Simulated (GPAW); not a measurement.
**NaF (Villiaumite): one start, several treatments of the self-energy**

Aim: compare treatments of exchange, screening and correlation for the gap of NaF (Villiaumite).

Calculated with GPAW 26.7.0; PBE and many-body steps on it, plane waves.

## Step 1: Set-up

Symmetry: Fm-3m, No. 225, cubic system. The conventional cell has a = 4.640 Å, b = 4.640 Å, c = 4.640 Å, α = 90.00°, β = 90.00°, γ = 90.00°. Nearest to Na lie 6 F at 2.32 Å. Nearest to F lie 6 Na at 2.32 Å. Farther neighbours and most contacts between anions are not listed.

Structure file:

```cif
data_structure
_symmetry_space_group_name_H-M 'Fm-3m'
_symmetry_Int_Tables_number 225
_cell_length_a 4.6400
_cell_length_b 4.6400
_cell_length_c 4.6400
_cell_angle_alpha 90.000
_cell_angle_beta 90.000
_cell_angle_gamma 90.000
_cell_volume 99.90
loop_
_atom_site_label
_atom_site_type_symbol
_atom_site_symmetry_multiplicity
_atom_site_Wyckoff_symbol
_atom_site_fract_x
_atom_site_fract_y
_atom_site_fract_z
_atom_site_occupancy
Na1 Na 4 a 0.00000 0.00000 0.00000 1
F1 F 4 b 0.50000 0.00000 0.00000 1
```

The cell and positions come from the Crystallography Open Database and are kept as given unless a step says otherwise.

## Step 2: Empty states on the mesh, 6×6×6 mesh, 89 bands

This step: GPAW 26.7.0; DFT, PBE, plane waves, PAW.

The sums over transitions need many empty states on a uniform mesh; this step solves for them.

The input, run.py:

```python
import json
import numpy as np
from gpaw.mpi import world
from gpaw import GPAW

calc = GPAW('gs.gpw').fixed_density(kpts={'size': (6, 6, 6), 'gamma': True},
    parallel={'domain': 1, 'band': 1},
    txt='nscf.txt')
calc.diagonalize_full_hamiltonian(nbands=89)
calc.write('full.gpw', mode='all')
res = {}
kpts = calc.get_ibz_k_points()
res['kpts'] = kpts
res['eigenvalues'] = [calc.get_eigenvalues(kpt=k) for k in range(len(kpts))]
res['n_electrons'] = calc.get_number_of_electrons()

if world.rank == 0:
    with open('result.json', 'w') as f:
        json.dump(res, f, default=lambda x: x.tolist())
```

Started as:

```console
$ mpirun -n 4 gpaw python run.py
```

Numbers of over 12 decimals in the logs are rounded to 6 here.

The program printed:

```text
Diagonalizing LCAO Hamiltonian
Converting LCAO to pw mode
convergence criteria:
- Maximum integral of absolute [eigenst]ate change: 4e-08 eV^2 / valence electron
maximum number of iterations: 100

SCF iterations
|iter     |     time |      energy | eigst |  dens |
|iter:   1|  |             | +1.95 |       |
|iter:   2|  |             | +0.55 |       |
|iter:   3|  |             | -1.06 |       |
|iter:   4|  |             | -3.30 |       |
|iter:   5|  |             | -5.23 |       |
|iter:   6|  |             | -7.16 |       |
|iter:   7|  |             | -8.20c|       |
SCF steps: 7
  __  _  _
 | _ |_)|_||  |
 |__||  | ||/\| - 26.7.0

Input parameters:
  mode=PW(ecut=600.0),
  convergence={'density': 1e-06, 'bands': -3},
  gpts=array([20, 20, 20]),
  kpts=MonkhorstPack(size=(6, 6, 6), gamma=True),
  maxiter=100,
  nbands=14,
  occupations=Occupations(name='fermi-dirac', width=0.001, fixmagmom=False),
  parallel={'domain': 1, 'band': 1},
  xc=XC(name='PBE')
Matrix size: 869x869
# Writing to full.gpw (mode='all')
  [... matrices ...]

timing:  # [seconds]
  Total: 2.284  # ━━━━━━━━━━━━━━━━━━━━━━━━━━━━━━━━━━━━━━━━━━━━━━━━━━━━━━━━━━━
```

Run time: 5.2 s. Hardware: 4 MPI ranks of Arm Neoverse V2, shared host; peak memory 0.89 GiB.

Numbers from this step:

- gap: 6.307 eV
- k of the valence top: 0, 0, 0
- k of the conduction bottom: 0, 0, 0
- least direct gap: 6.307 eV
- k points computed: 16
- lowest point of the top converged band, above the valence top: 121.4863 eV

On this mesh the gap is 6.307 eV.

## Step 3: G0W0, Godby-Needs plasmon pole

Now the one-shot GW correction: screening in the RPA, then the self-energy of the levels asked for.

This step: G0W0 with a vertex from the rALDA kernel on PBE, plane waves, PAW.

The input, run.py:

```python
import json
import numpy as np
from gpaw.mpi import world
from gpaw.response.g0w0 import G0W0

gw = G0W0('full.gpw',
    filename='gw',
    kpts=[0],
    bands=(5, 9),
    ecut=125,
    nbands=79,
    integrate_gamma='WS',
    ppa=True,
    xc='rALDA',
    fxc_mode=None,
    fxc_modes=['GWP', 'GWS', 'GWG'],
    do_GW_too=True)
gw.calculate()
res = {mode: {k: v for k, v in r.items() if k != 'sigma_eskwn'}
       for mode, r in gw.all_results.items()}

if world.rank == 0:
    with open('result.json', 'w') as f:
        json.dump(res, f, default=lambda x: x.tolist())
```

Started as:

```console
$ mpirun -n 4 gpaw python run.py
```

The program printed:

```text
Using integrator: PointIntegrator
FrequencyGridDescriptor(from 0.000+0.000j to 0.000+27.211j eV, 2 points)
Nonperiodic BCs:  [False False False]
Using integrator: PointIntegrator
FrequencyGridDescriptor(from 0.000+0.000j to 0.000+27.211j eV, 2 points)
Nonperiodic BCs:  [False False False]
  ___  _ _ _
 |   || | | |
 | | || | | |
 |__ ||_____|
 |___|

BZ k-points: Symmetries present (total): 48

  [... matrices ...]
216 k-points: 6 x 6 x 6 Monkhorst-Pack grid + [1/12,1/12,1/12]
16 k-points in the irreducible part of the Brillouin zone
       k-points in crystal coordinates                weights
   0:     0.00000000    0.00000000    0.00000000          1/216
   1:     0.16666667    0.16666667    0.00000000          6/216
   2:     0.16666667    0.16666667    0.16666667          8/216
   3:     0.33333333    0.16666667    0.16666667         12/216
   4:     0.33333333    0.33333333   -0.33333333         12/216
   5:     0.33333333    0.33333333    0.00000000          6/216
   6:     0.33333333    0.33333333    0.16666667         24/216
   7:     0.33333333    0.33333333    0.33333333          8/216
   8:     0.50000000    0.33333333   -0.33333333         24/216
   9:     0.50000000    0.33333333   -0.16666667         12/216
          ...
  15:     0.50000000    0.50000000    0.50000000          4/216

Distributing spins, k-points and bands (1 x 1 x 4) over 4 processes
Number of blocks: 1

Quasi particle states:
k-points (IBZ indices): [0]
Band range: (5, 9)
  [... matrices ...]
Computational parameters:
Plane wave cut-off: 125 eV
Number of bands: 79
Coulomb cutoff: None
Broadening: 0.1 eV

fxc modes: GW, GWG, GWP, GWS
Kernel: rALDA
Using Godby-Needs plasmon-pole approximation:
  Fitting energy: i*E0, E0 = 1.000 Hartree
Summing all q:

Calculating screened Coulomb potential
No Coulomb truncation
FrequencyGridDescriptor(from 0.000+0.000j to 0.000+27.211j eV, 2 points)
Removing empty qpoint cache files...

Calculating chi0 body with:
    Ground state adapter containing:
    Number of spins: 1
    Number of kpoints: 216
    Number of irreducible kpoints: 16
    Number of completely occupied states: 7
    Number of partially occupied states: 7
    Occupied states memory: 0.8544921875 M / cpu

    Linear response parametrization:
    q_c: [1.3877787807814457e-17, 1.3877787807814457e-17, 1.3877787807814457e-17]
    Number of frequency points: 2
    Planewave cutoff: 125.0
    Number of bands: 79
    Number of planewaves: 65
    Broadening (eta): 1e-06
    comm.size: 4
    kncomm.size: 4
    blockcomm.size: 1

    Memory estimate of potentially large arrays:
        chi0_wGG: 0.128937 M / cpu
Integrating chi0 body.

Symmetries of q_c:
    Direct symmetries (Uq -> q): 48
    Indirect symmetries (TUq -> q): 0
In total 48 allowed symmetries.

  [... matrices ...]
16 groups of equivalent kpoints. 92.592593% reduction.

Integral kind: response function
Integrating chi0 head and wings.

Symmetries of q_c:
    Direct symmetries (Uq -> q): 48
    Indirect symmetries (TUq -> q): 0
In total 48 allowed symmetries.

  [... matrices ...]
16 groups of equivalent kpoints. 92.592593% reduction.

Integral kind: response function wings
Calculating rALDA kernel at 125.0 eV cutoff
q point 0 complete
q point 1 complete
q point 2 complete
q point 3 complete
q point 4 complete
q point 5 complete
q point 6 complete
q point 7 complete
q point 8 complete
q point 9 complete
q point 10 complete
[... the further q-points ...]

Results:
f:      Occupation numbers
eps:     KS-eigenvalues [eV]
vxc:     KS vxc [eV]
exx:     Exact exchange [eV]
sigma:   Self-energies [eV]
dsigma:  Self-energy derivatives
Z:       Renormalization factors
qp:      QP-energies [eV]

k-point 0 (0): (0.000, 0.000, 0.000)                GWP
band       f     eps     vxc     exx   sigma  dsigma       Z      qp
                                                                  GWP
   5   1.000  -1.755 -23.616 -31.289   4.810  -0.240   0.806  -4.063
   6   1.000  -1.755 -23.616 -31.289   4.810  -0.240   0.806  -4.063
   7   0.000   4.552 -10.086  -5.862  -2.728  -0.114   0.898   5.895
   8   0.000  17.233  -7.089  -2.119  -3.270  -0.119   0.894  18.753
                                                                  GWS
   5   1.000  -1.755 -23.616 -31.289   4.499  -0.207   0.828  -4.384
   6   1.000  -1.755 -23.616 -31.289   4.499  -0.207   0.828  -4.384
[...]
GWG
[...]
GW
[...]
6   1.000  -1.755 -23.616 -31.289   4.508  -0.222   0.818  -4.343
   7   0.000   4.552 -10.086  -5.862  -2.598  -0.105   0.905   6.022
   8   0.000  17.233  -7.089  -2.119  -3.078  -0.120   0.893  18.923
```

It took 57 s on 4 MPI ranks; peak memory 1.5 GiB; 3.8 min of CPU time.

Numbers from this step:

```yaml
gap_with_the_vertex_in_the_polarisability: 9.959 eV
gap_with_the_vertex_in_the_self_energy: 10.86 eV
gap_with_the_vertex_in_both: 10.48 eV
g0w0_gap_on_the_points_computed: 10.37 eV
least_direct_g0w0_gap_on_the_computed_points: 10.37 eV
z_at_the_valence_top: 0.8181
z_at_the_conduction_bottom: 0.9047
starting_gap_on_the_mesh: 6.307 eV
k_of_the_valence_top: 0, 0, 0
k_of_the_conduction_bottom: 0, 0, 0
```

The gap on the mesh goes from 6.31 eV to 10.37 eV, a correction of +4.06 eV.

## Step 4: G0W0 with rALDA vertex

Edit run.py of step 3 so:

```diff
@@ -9,4 +9,4 @@
     bands=(5, 9),
-    ecut=125,
-    nbands=79,
+    ecut=75,
+    nbands=36,
     integrate_gamma='WS',
@@ -14,5 +14,3 @@
     xc='rALDA',
-    fxc_mode=None,
-    fxc_modes=['GWP', 'GWS', 'GWG'],
-    do_GW_too=True)
+    fxc_mode='GWG')
 gw.calculate()
```

Started as:

```console
$ mpirun -n 4 gpaw python run.py
```

The program printed:

```text
Using integrator: PointIntegrator
FrequencyGridDescriptor(from 0.000+0.000j to 0.000+27.211j eV, 2 points)
Nonperiodic BCs:  [False False False]
Using integrator: PointIntegrator
FrequencyGridDescriptor(from 0.000+0.000j to 0.000+27.211j eV, 2 points)
Nonperiodic BCs:  [False False False]
  ___  _ _ _
 |   || | | |
 | | || | | |
 |__ ||_____|
 |___|

BZ k-points: Symmetries present (total): 48

  [... matrices ...]
216 k-points: 6 x 6 x 6 Monkhorst-Pack grid + [1/12,1/12,1/12]
16 k-points in the irreducible part of the Brillouin zone
       k-points in crystal coordinates                weights
   0:     0.00000000    0.00000000    0.00000000          1/216
   1:     0.16666667    0.16666667    0.00000000          6/216
   2:     0.16666667    0.16666667    0.16666667          8/216
[...]
9:     0.50000000    0.33333333   -0.16666667         12/216
          ...
  15:     0.50000000    0.50000000    0.50000000          4/216

Distributing spins, k-points and bands (1 x 1 x 4) over 4 processes
Number of blocks: 1

Quasi particle states:
k-points (IBZ indices): [0]
Band range: (5, 9)
  [... matrices ...]
Computational parameters:
Plane wave cut-off: 75 eV
Number of bands: 36
Coulomb cutoff: None
Broadening: 0.1 eV

fxc modes: GWG
Kernel: rALDA
Using Godby-Needs plasmon-pole approximation:
  Fitting energy: i*E0, E0 = 1.000 Hartree
Summing all q:

Calculating screened Coulomb potential
No Coulomb truncation
FrequencyGridDescriptor(from 0.000+0.000j to 0.000+27.211j eV, 2 points)
Removing empty qpoint cache files...

Calculating chi0 body with:
    Ground state adapter containing:
    Number of spins: 1
    Number of kpoints: 216
    Number of irreducible kpoints: 16
    Number of completely occupied states: 7
    Number of partially occupied states: 7
    Occupied states memory: 0.8544921875 M / cpu

    Linear response parametrization:
    q_c: [1.3877787807814457e-17, 1.3877787807814457e-17, 1.3877787807814457e-17]
    Number of frequency points: 2
    Planewave cutoff: 75.0
    Number of bands: 36
    Number of planewaves: 27
    Broadening (eta): 1e-06
    comm.size: 4
    kncomm.size: 4
    blockcomm.size: 1

    Memory estimate of potentially large arrays:
        chi0_wGG: 0.022247 M / cpu
Integrating chi0 body.

Symmetries of q_c:
    Direct symmetries (Uq -> q): 48
    Indirect symmetries (TUq -> q): 0
In total 48 allowed symmetries.

  [... matrices ...]
16 groups of equivalent kpoints. 92.592593% reduction.

Integral kind: response function
Integrating chi0 head and wings.

Symmetries of q_c:
    Direct symmetries (Uq -> q): 48
    Indirect symmetries (TUq -> q): 0
In total 48 allowed symmetries.

  [... matrices ...]
16 groups of equivalent kpoints. 92.592593% reduction.

Integral kind: response function wings
Calculating rALDA kernel at 75.0 eV cutoff
q point 0 complete
q point 1 complete
q point 2 complete
[...]
q point 9 complete
q point 10 complete
[... the further q-points ...]

Results:
f:      Occupation numbers
eps:     KS-eigenvalues [eV]
vxc:     KS vxc [eV]
exx:     Exact exchange [eV]
sigma:   Self-energies [eV]
dsigma:  Self-energy derivatives
Z:       Renormalization factors
qp:      QP-energies [eV]

k-point 0 (0): (0.000, 0.000, 0.000)                GWG
band       f     eps     vxc     exx   sigma  dsigma       Z      qp
                                                                  GWG
   5   1.000  -1.755 -23.616 -31.289   4.761  -0.216   0.822  -4.149
   6   1.000  -1.755 -23.616 -31.289   4.761  -0.216   0.822  -4.149
   7   0.000   4.552 -10.086  -5.862  -2.184  -0.093   0.915   6.418
   8   0.000  17.233  -7.089  -2.119  -2.467  -0.097   0.912  19.516
```

Wall time 18 s (4 MPI ranks); peak memory 1.1 GiB; 70 s of CPU time.

Numbers from this step:

```
quasiparticle gap on the points computed              : 10.57 eV
least direct quasiparticle gap on the computed points : 10.57 eV
Z at the valence top                                  : 0.8222
Z at the conduction bottom                            : 0.9149
starting gap on the mesh                              : 6.307 eV
k of the valence top                                  : 0, 0, 0
k of the conduction bottom                            : 0, 0, 0
```

Against G0W0 in GPAW (6×6×6 mesh, 79 bands, screening to 125 eV, Godby-Needs plasmon pole), the gap moves by +0.201 eV.

## Step 5: Side by side

Times are wall times on 4 MPI ranks of Arm Neoverse V2, shared host, good to a factor of about two.

```csv
run,mesh,bands,screening cutoff (eV),DFT gap (eV),gap on the mesh (eV),direct (eV),time
"G0W0, Godby-Needs plasmon pole",6×6×6,79,125,6.307,10.366,10.366,57 s
G0W0 with rALDA vertex,6×6×6,36,75,6.307,10.566,10.566,18 s
```

## Step 6: Results

```yaml
g0w0_godby_needs_plasmon_pole: 10.366 eV
g0w0_with_ralda_vertex: 10.566 eV
known_limits: not at the basis limit
```

G0W0 with rALDA vertex: +0.201 eV against G0W0, Godby-Needs plasmon pole, at other bands or cutoff, so not like for like. With the rALDA kernel as a vertex the gap is 9.96 eV (in the polarisability), 10.86 eV (in the self-energy) and 10.48 eV (in both), against 10.37 eV without. Bands and cutoff are finite, so the gap is not at the basis limit. The miss can reach some tenths of an eV and take either sign; the mesh is an error of its own. These stock PAW sets were not made for GW. In the G0W0 runs levels were corrected at 1 k point alone, so a gap called «on the mesh» is the least over those, and an edge elsewhere would be missed.

[Paths, hosts, dates, memory and timing lines, banners, echoed tables and standing remarks are left out of the program output.]

[Logs are printed without paths, hosts, clocks, repeated set-up lines and the standing remarks that a program may print on its own settings, such as how far it seeks lower states.]

[Runs of the session that timed out or met a known fault of the program may be left out.]

[Hosts, paths, dates, database ids (printed as entryN), source tags and the programs' standing remarks are cut or masked in the printed files.]
